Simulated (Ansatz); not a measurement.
# AlAs: the cost of one run

Computed with Ansatz 0.2.0 (DFT LDA, all-electron LAPW, scalar-relativistic unless said, unless a step's input says otherwise).

2 further runs of the same task are left out: 2 set aside as unsound or not needed.

## (1) Starting point

It takes space group F-43m (No. 216, cubic). The conventional cell has a = 5.629 Å, b = 5.629 Å, c = 5.629 Å, α = 90.00°, β = 90.00°, γ = 90.00°. Around Al (site symmetry -43m) lie 4 As at 2.44 Å. As (site symmetry -43m) has 4 Al at 2.44 Å as nearest neighbours.

As a file:

```
CELL_PARAMETERS angstrom
0.00000 2.81457 2.81457
2.81457 0.00000 2.81457
2.81457 2.81457 0.00000
ATOMIC_POSITIONS crystal
Al 0.00000 0.00000 0.00000
As 0.75000 0.75000 0.75000
```

Cartesian axes are those of the input's lattice vectors. The structure goes back to a database entry.

## (2) Reference run, LAPW

Input file input.yaml:

```yaml
crystal:
  lattice:
    - [0.0, 2.81457196612, 2.81457196612]
    - [2.81457196612, 0.0, 2.81457196612]
    - [2.81457196612, 2.81457196612, 0.0]
  atoms:
    - { symbol: Al, position: [0.0, 0.0, 0.0] }
    - { symbol: As, position: [0.75, 0.75, 0.75] }
kpoints:
  mp_grid: { grid: [6, 6, 6] }
scf:
  occupations: { method: fixed }
hamiltonian:
  xc: lda
  pseudopotentials: { kind: all_electron, lapw: { basis_error: 0.0005 } }
phonons:
  qmesh: [2, 2, 2]
  qpath:
    path:
      - [0.0, 0.0, 0.0]
      - [-0.5, -0.5, 0.0]
      - [-0.375, -0.375, 0.25]
      - [-0.375, 0.0, 0.375]
      - [0.0, 0.0, 0.0]
      - [0.0, 0.0, 0.5]
      - [-0.5, -0.25, 0.25]
      - [-0.5, -0.5, 0.0]
    npoints: 6
  temperatures: { t_min: 0, t_max: 1000, t_step: 100 }
```

The run is started by

```console
$ ansatz run input.yaml --threads 2 --pin off --max-ram 5120MiB --backend cpu --events-out ev --progress --plain --runs-dir out
```

What time and memory should one allow on 2 threads of Arm Neoverse V1, shared host?

About 4.3 min, with a peak of 0.68 GiB.
